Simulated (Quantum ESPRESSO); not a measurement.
Input of a Quantum ESPRESSO 7.5 run:

Contents of pw.in:

```
&CONTROL
  calculation = 'scf'
  prefix = 'pwscf'
  outdir = './tmp'
  pseudo_dir = './pseudo'
  tprnfor = .true.
  tstress = .true.
  disk_io = 'low'
/
&SYSTEM
  ibrav = 0
  nat = 2
  ntyp = 2
  ecutwfc = 45
  ecutrho = 360
  nbnd = 20
  occupations = 'smearing'
  smearing = 'fd'
  degauss = 0.00367493
  nspin = 2
  starting_magnetization(1) = 0.2667
  starting_magnetization(2) = 0
/
&ELECTRONS
  conv_thr = 4d-10
  electron_maxstep = 120
  mixing_beta = 0.3
/
ATOMIC_SPECIES
Mn    54.9380 mn_lda_v1.5.uspp.F.UPF
S     32.0600 s_lda_v1.4.uspp.F.UPF
CELL_PARAMETERS angstrom
   0.0000000000    2.4734634191    2.4734634191
   2.4734634191    0.0000000000    2.4734634191
   2.4734634191    2.4734634191    0.0000000000
ATOMIC_POSITIONS crystal
Mn     0.0000000000    0.0000000000    0.0000000000
S      0.7500000000    0.7500000000    0.7500000000
K_POINTS automatic
9 9 9 0 0 0
```

bands.in

```
&CONTROL
  calculation = 'bands'
  prefix = 'pwscf'
  outdir = './tmp'
  pseudo_dir = './pseudo'
  disk_io = 'low'
  verbosity = 'high'
/
&SYSTEM
  ibrav = 0
  nat = 2
  ntyp = 2
  ecutwfc = 45
  ecutrho = 360
  nbnd = 20
  occupations = 'smearing'
  smearing = 'fd'
  degauss = 0.00367493
  nspin = 2
  starting_magnetization(1) = 0.2667
  starting_magnetization(2) = 0
/
&ELECTRONS
  conv_thr = 1d-08
  electron_maxstep = 120
  mixing_beta = 0.3
  diago_full_acc = .true.
  startingwfc = 'random'
/
ATOMIC_SPECIES
Mn    54.9380 mn_lda_v1.5.uspp.F.UPF
S     32.0600 s_lda_v1.4.uspp.F.UPF
CELL_PARAMETERS angstrom
   0.0000000000    2.4734634191    2.4734634191
   2.4734634191    0.0000000000    2.4734634191
   2.4734634191    2.4734634191    0.0000000000
ATOMIC_POSITIONS crystal
Mn     0.0000000000    0.0000000000    0.0000000000
S      0.7500000000    0.7500000000    0.7500000000
K_POINTS crystal
60
 0.0000000000  0.0000000000  0.0000000000 1
 0.0625000000  0.0000000000  0.0625000000 1
 0.1250000000  0.0000000000  0.1250000000 1
 0.1875000000  0.0000000000  0.1875000000 1
 0.2500000000  0.0000000000  0.2500000000 1
 0.3125000000  0.0000000000  0.3125000000 1
 0.3750000000  0.0000000000  0.3750000000 1
 0.4375000000  0.0000000000  0.4375000000 1
 0.5000000000  0.0000000000  0.5000000000 1
 0.5000000000  0.0625000000  0.5625000000 1
 0.5000000000  0.1250000000  0.6250000000 1
 0.5000000000  0.1875000000  0.6875000000 1
 0.5000000000  0.2500000000  0.7500000000 1
 0.4375000000  0.3125000000  0.7500000000 1
 0.3750000000  0.3750000000  0.7500000000 1
 0.3375000000  0.3375000000  0.6750000000 1
 0.3000000000  0.3000000000  0.6000000000 1
 0.2625000000  0.2625000000  0.5250000000 1
 0.2250000000  0.2250000000  0.4500000000 1
 0.1875000000  0.1875000000  0.3750000000 1
 0.1500000000  0.1500000000  0.3000000000 1
 0.1125000000  0.1125000000  0.2250000000 1
 0.0750000000  0.0750000000  0.1500000000 1
 0.0375000000  0.0375000000  0.0750000000 1
 0.0000000000  0.0000000000  0.0000000000 1
 0.0625000000  0.0625000000  0.0625000000 1
 0.1250000000  0.1250000000  0.1250000000 1
 0.1875000000  0.1875000000  0.1875000000 1
 0.2500000000  0.2500000000  0.2500000000 1
 0.3125000000  0.3125000000  0.3125000000 1
 0.3750000000  0.3750000000  0.3750000000 1
 0.4375000000  0.4375000000  0.4375000000 1
 0.5000000000  0.5000000000  0.5000000000 1
 0.5250000000  0.4500000000  0.5250000000 1
 0.5500000000  0.4000000000  0.5500000000 1
 0.5750000000  0.3500000000  0.5750000000 1
 0.6000000000  0.3000000000  0.6000000000 1
 0.6250000000  0.2500000000  0.6250000000 1
 0.5833333333  0.2500000000  0.6666666667 1
 0.5416666667  0.2500000000  0.7083333333 1
 0.5000000000  0.2500000000  0.7500000000 1
 0.5000000000  0.2857142857  0.7142857143 1
 0.5000000000  0.3214285714  0.6785714286 1
 0.5000000000  0.3571428571  0.6428571429 1
 0.5000000000  0.3928571429  0.6071428571 1
 0.5000000000  0.4285714286  0.5714285714 1
 0.5000000000  0.4642857143  0.5357142857 1
 0.5000000000  0.5000000000  0.5000000000 1
 0.4821428571  0.4821428571  0.5357142857 1
 0.4642857143  0.4642857143  0.5714285714 1
 0.4464285714  0.4464285714  0.6071428571 1
 0.4285714286  0.4285714286  0.6428571429 1
 0.4107142857  0.4107142857  0.6785714286 1
 0.3928571429  0.3928571429  0.7142857143 1
 0.3750000000  0.3750000000  0.7500000000 1
 0.6250000000  0.2500000000  0.6250000000 1
 0.5937500000  0.1875000000  0.5937500000 1
 0.5625000000  0.1250000000  0.5625000000 1
 0.5312500000  0.0625000000  0.5312500000 1
 0.5000000000  0.0000000000  0.5000000000 1
```

Potentials or basis: GBRV 1.5 LDA.

The run is started by

```sh
$ OMP_NUM_THREADS=1 mpirun -n 2 pw.x -nk 2 -in pw.in > pw.out
$ OMP_NUM_THREADS=1 mpirun -n 2 pw.x -nk 2 -in bands.in > bands.out
```

(1) What does it give for the site moments?

(2) Predict the pressure.

(3) What does it give for the net moment?

(4) What does it give for the band gap on the k mesh?

Answers

(1) Mn +0.09; S -0.00 μB.

(2) -7.0 GPa.

(3) 0.10 μB per cell.

(4) none (metal or under the smearing width).

Caveat: semilocal functionals often make such compounds metallic where correlation or magnetic order opens a gap, which also shifts bond lengths.
